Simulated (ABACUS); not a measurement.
# MgO (Fm-3m) in ABACUS: a series of runs, part 2 of 2

ABACUS 3.10.1. The steps go on from the part before.

### 4 Relaxation of cell and atoms, rSCAN

File run_abacus.py:

```python
"""Relaxation by an ASE optimiser with ABACUS as a small file-based calculator."""
import re
import subprocess
import numpy as np
from ase.calculators.calculator import Calculator, all_changes
from ase.filters import FrechetCellFilter
from ase.io import read
from ase.optimize import BFGS
from ase.stress import full_3x3_to_voigt_6_stress
from ase.units import Bohr, GPa

atoms = read("MgO.xyz")
atoms = atoms[(-atoms.numbers).argsort(kind="stable")]  # ABACUS lists atoms element by element
pseudo = {'Mg': 'Mg_ONCV_PBE-1.2.upf', 'O': 'O_ONCV_PBE-1.2.upf'}
orbital = {}
magmoms = None
kmesh = [7, 7, 7]
params = {
    'suffix': 'MgO',
    'calculation': 'scf',
    'basis_type': 'pw',
    'pseudo_dir': './',
    'symmetry': 1,
    'dft_functional': 'MGGA_X_RSCAN+MGGA_C_RSCAN',
    'ecutwfc': 97,
    'pseudo_rcut': 10,
    'nspin': 1,
    'nbands': 12,
    'ks_solver': 'dav',
    'smearing_method': 'fd',
    'smearing_sigma': 0.00367493,
    'scf_thr': 1e-08,
    'scf_nmax': 100,
    'mixing_type': 'broyden',
    'mixing_beta': 0.7,
    'cal_force': 1,
    'cal_stress': 1,
    'mixing_tau': 1,
    'kpar': 4,
}

def write_input(atoms):
    symbols = atoms.get_chemical_symbols()
    elements = list(dict.fromkeys(symbols))
    lines = ["ATOMIC_SPECIES"] + [f"{e} {atoms.get_masses()[symbols.index(e)]:.4f} {pseudo[e]}" for e in elements]
    if orbital:
        lines += ["", "NUMERICAL_ORBITAL"] + [orbital[e] for e in elements]
    lines += ["", "LATTICE_CONSTANT", f"{1 / Bohr:.10f}", "", "LATTICE_VECTORS"]
    lines += [" ".join(f"{x:.10f}" for x in v) for v in atoms.cell]
    lines += ["", "ATOMIC_POSITIONS", "Direct"]
    for e in elements:
        lines += ["", e, "0.0", str(symbols.count(e))]
        for i, p in enumerate(atoms.get_scaled_positions(wrap=False)):
            if symbols[i] == e:
                mag = "" if magmoms is None else " mag " + " ".join(str(x) for x in (magmoms[i] if isinstance(magmoms[i], list) else [magmoms[i]]))
                lines.append(" ".join(f"{x:.10f}" for x in p) + " 1 1 1" + mag)
    open("STRU", "w").write("\n".join(lines) + "\n")
    open("KPT", "w").write("K_POINTS\n0\nGamma\n%d %d %d 0 0 0\n" % tuple(kmesh))
    open("INPUT", "w").write("INPUT_PARAMETERS\n" + "".join(f"{k:<20s}{v}\n" for k, v in params.items()))

class Abacus(Calculator):
    implemented_properties = ["energy", "free_energy", "forces", "stress"]

    def calculate(self, atoms=None, properties=("energy",), system_changes=all_changes):
        super().calculate(atoms, properties, system_changes)
        write_input(self.atoms)
        subprocess.run(['mpirun', '-np', '4', 'abacus'], check=True)
        log = open("OUT.MgO/running_scf.log").read()
        if "charge density convergence is achieved" not in log:
            raise RuntimeError("SCF not converged")
        rows = lambda title, n: np.array([l.split()[-3:] for l in log.split(title)[-1].split("\n")[2:2 + n]], float)
        energy = float(re.findall(r"FINAL_ETOT_IS (\S+)", log)[-1])
        stress = -rows("TOTAL-STRESS", 3) / 10 * GPa  # ABACUS prints kbar, compression positive
        self.results = dict(energy=energy, free_energy=energy, forces=rows("TOTAL-FORCE", len(self.atoms)), stress=full_3x3_to_voigt_6_stress(stress))

atoms.calc = Abacus()
opt = BFGS(FrechetCellFilter(atoms), logfile="opt.log", trajectory="relax.traj")
print("optimiser converged:", opt.run(fmax=0.01, steps=60))
```

File MgO.xyz:

```xyz
2
Lattice="0.0000000000 2.0970013927 2.0970013927 2.0970013927 0.0000000000 2.0970013927 2.0970013927 2.0970013927 0.0000000000" Properties=species:S:1:pos:R:3 pbc="T T T"
Mg     0.0000000000      0.0000000000      0.0000000000
O      2.0970013927      2.0970013927      2.0970013927
```

The run is started by

```
$ OMP_NUM_THREADS=1 python run_abacus.py > log
```

Wall time 23 s (4 MPI ranks of Intel Xeon Platinum 8375C at 2.90GHz (Ice Lake), shared host); peak memory 0.36 GiB.

It converged, with:

```yaml
Free_energy: -1919.0007 eV
Relaxed_volume: 9.25 Å³/atom
Relaxed_cell: a = 2.969 Å, b = 2.969 Å, c = 2.969 Å, α = 60.00°, β = 60.00°, γ = 60.00°
Space_group_after_relaxing_to_0.05_Å: Fm-3m (No. 225)
Energy_gained_by_relaxing: 0.1 meV/atom
Ionic_steps: 3
Pressure_after_relaxing: 0.0 GPa
Band_gap_on_the_k_mesh: 5.61 eV, direct
```

Step by step:
```
step  energy change (eV)  largest force (eV/Å)  pressure (GPa)  volume (Å³)
   1              0.0000                0.0000            0.51        18.44
   2             -0.0001                0.0000            0.40        18.45
   3             -0.0002                0.0000            0.00        18.50
```

Final structure:
```
CELL_PARAMETERS angstrom
0.00000 2.09909 2.09909
2.09909 0.00000 2.09909
2.09909 2.09909 0.00000
ATOMIC_POSITIONS crystal
Mg 0.00000 0.00000 0.00000
O 0.50000 0.50000 0.50000
```

Levels at points of the mesh, in eV from the valence-band top:
```
           k point  band 4  band 5  band 6  band 7  band 8  band 9  band 10  band 11  band 12
(0.00, 0.00, 0.00)  -40.00  -18.36    0.00    0.00    0.00    5.61    16.92    16.92    16.92
```

Caveat: the potentials were made for another functional, which shifts forces and pressure.

### 5 Single point, M06-L

File INPUT:

```
INPUT_PARAMETERS
suffix              MgO
calculation         scf
basis_type          pw
pseudo_dir          ./
latname             fcc
symmetry            1
dft_functional      MGGA_X_M06_L+MGGA_C_M06_L
ecutwfc             97
pseudo_rcut         10
nspin               1
nbands              18
ks_solver           dav
smearing_method     fd
smearing_sigma      0.00367493
scf_thr             1e-08
scf_nmax            100
mixing_type         broyden
mixing_beta         0.7
cal_force           1
cal_stress          1
mixing_tau          1
out_chg             1
kpar                4
```

File STRU:

```
ATOMIC_SPECIES
Mg 24.3050 Mg_ONCV_PBE-1.2.upf
O 15.9990 O_ONCV_PBE-1.2.upf

LATTICE_CONSTANT
7.9255166303

ATOMIC_POSITIONS
Direct

Mg
0.0
1
0.0000000000 0.0000000000 0.0000000000 1 1 1

O
0.0
1
0.5000000000 0.5000000000 0.5000000000 1 1 1
```

File KPT:

```
K_POINTS
0
Gamma
7 7 7 0 0 0
```

The run is started by

```
$ OMP_NUM_THREADS=1 mpirun -np 4 abacus > log
```

Run time: 14 s. Hardware: 4 MPI ranks of Intel Xeon Platinum 8488C (Sapphire Rapids), shared host; peak memory 0.28 GiB.

Results (log left out):

```
Free energy            : -1919.2556 eV
Pressure               : 7.4 GPa
Band gap on the k mesh : 5.58 eV, direct
```

Levels at points of the mesh, in eV from the valence-band top:
```tsv
k point	band 6	band 7	band 8	band 9	band 10	band 11
(0.00, 0.00, 0.00)	0.00	0.00	0.00	5.58	17.06	17.06
```

Caveat: the potentials were made for another functional, which shifts forces and pressure.

### 6 Relaxation of cell and atoms, M06-L

INPUT, as its differences from that of step 5:

```diff
@@ -2,6 +2,5 @@
 suffix              MgO
-calculation         scf
+calculation         cell-relax
 basis_type          pw
 pseudo_dir          ./
-latname             fcc
 symmetry            1
@@ -11,3 +10,3 @@
 nspin               1
-nbands              18
+nbands              12
 ks_solver           dav
@@ -22,3 +21,7 @@
 mixing_tau          1
-out_chg             1
+relax_nmax          60
+force_thr_ev        0.02
+relax_method        cg
+out_stru            1
+stress_thr          0.2
 kpar                4
```

STRU, as its differences from that of step 5:

```diff
@@ -5,3 +5,8 @@
 LATTICE_CONSTANT
-7.9255166303
+1.8897261246
+
+LATTICE_VECTORS
+0.0000000000 2.0970013927 2.0970013927
+2.0970013927 0.0000000000 2.0970013927
+2.0970013927 2.0970013927 0.0000000000
```

KPT is that of step 5.

Potentials or basis: SG15 ONCV 1.2 PBE, plane waves.

The run is started by

```
$ OMP_NUM_THREADS=1 mpirun -np 4 abacus > log
```

Run time: 23 s. Hardware: 4 MPI ranks of Intel Xeon Platinum 8488C (Sapphire Rapids), shared host; peak memory 0.36 GiB.

The run converged. Its results:

```yaml
Free_energy: -1919.2761 eV
Relaxed_volume: 9.68 Å³/atom
Relaxed_cell: a = 3.014 Å, b = 3.014 Å, c = 3.014 Å, α = 60.00°, β = 60.00°, γ = 60.00°
Space_group_after_relaxing_to_0.05_Å: Fm-3m (No. 225)
Energy_gained_by_relaxing: 10.2 meV/atom
Ionic_steps: 3
Pressure_after_relaxing: 0.0 GPa
Band_gap_on_the_k_mesh: 5.13 eV, direct
```

Step by step:
```
step  energy change (eV)  largest force (eV/Å)  pressure (GPa)  volume (Å³)
   1              0.0000                0.0000            7.36        18.44
   2             -0.0189                0.0000           -1.85        19.64
   3             -0.0205                0.0000            0.01        19.37
```

Final structure:
```cif
data_structure
_symmetry_space_group_name_H-M 'P 1'
_symmetry_Int_Tables_number 1
_cell_length_a 3.0144
_cell_length_b 3.0144
_cell_length_c 3.0144
_cell_angle_alpha 60.000
_cell_angle_beta 60.000
_cell_angle_gamma 60.000
_cell_volume 19.37
loop_
_atom_site_label
_atom_site_type_symbol
_atom_site_fract_x
_atom_site_fract_y
_atom_site_fract_z
_atom_site_occupancy
Mg1 Mg 0.00000 0.00000 0.00000 1
O1 O 0.50000 0.50000 0.50000 1
```

Levels at points of the mesh, in eV from the valence-band top:
```
           k point  band 4  band 5  band 6  band 7  band 8  band 9  band 10  band 11  band 12
(0.00, 0.00, 0.00)  -40.23  -18.30    0.00    0.00    0.00    5.13    16.73    16.73    16.73
```

Caveat: the potentials were made for another functional, which shifts forces and pressure.

### 7 Summary

| task | level | potentials or basis | cell | k mesh | cutoff (eV) | optimiser | force threshold | max steps | cell moves | max steps of the relaxation | gap on the mesh (eV) | pressure (GPa) | relaxed volume (Å³/atom) |
| --- | --- | --- | --- | --- | --- | --- | --- | --- | --- | --- | --- | --- | --- |
| single point | OLYP | GBRV ultrasoft 1.5 PBE, plane waves | as given | 9 × 9 × 9 | 544 | - | - | - | - | - | 5.27 | 9.4 | - |
| single point | rSCAN | SG15 ONCV 1.2 PBE, plane waves | as given | 7 × 7 × 7 | 1320 | - | - | - | - | - | 5.64 | 0.5 | - |
| relaxation of cell and atoms | rSCAN | SG15 ONCV 1.2 PBE, plane waves | relaxed | 7 × 7 × 7 | 1320 | ASE BFGS | 0.01 eV/Å | 60 | yes | - | 5.61 | 0.0 | 9.25 |
| single point | M06-L | SG15 ONCV 1.2 PBE, plane waves | as given | 7 × 7 × 7 | 1320 | - | - | - | - | - | 5.58 | 7.4 | - |
| relaxation of cell and atoms | M06-L | SG15 ONCV 1.2 PBE, plane waves | relaxed | 7 × 7 × 7 | 1320 | cg | 0.02 eV/Å | - | - | 60 | 5.13 | 0.0 | 9.68 |

Alike in all rows: no spin polarisation; smearing fermi-dirac 0.05 eV.

Caveats: the potentials were made for another functional, which shifts forces and pressure.

Total energies depend on the potentials used, so only differences within one code and one set of settings carry meaning.

### 8 Against experiment

Step 2. Against the measured gap of MgO, 7.83 eV (quoted in “Electronic structure of alkaline earth and post-transition metal oxides”, 2009, arxiv:0908.1581), the calculated 5.27 eV is off by -2.56 eV. The value is that of OLYP, without temperature or zero-point motion. The cell is a database's relaxed one, not the measured one, which moves gaps too.

Step 3. Measured gap of MgO: 7.83 eV (quoted in “Electronic structure of alkaline earth and post-transition metal oxides”, 2009, arxiv:0908.1581). This calculation gives 5.64 eV (-2.19 eV). The value is that of rSCAN, without temperature or zero-point motion. The cell is a database's relaxed one, not the measured one, which moves gaps too.

Step 5. Against the measured gap of MgO, 7.83 eV (quoted in “Electronic structure of alkaline earth and post-transition metal oxides”, 2009, arxiv:0908.1581), the calculated 5.58 eV is off by -2.25 eV. The value is that of M06-L, without temperature or zero-point motion. The cell is a database's relaxed one, not the measured one, which moves gaps too.
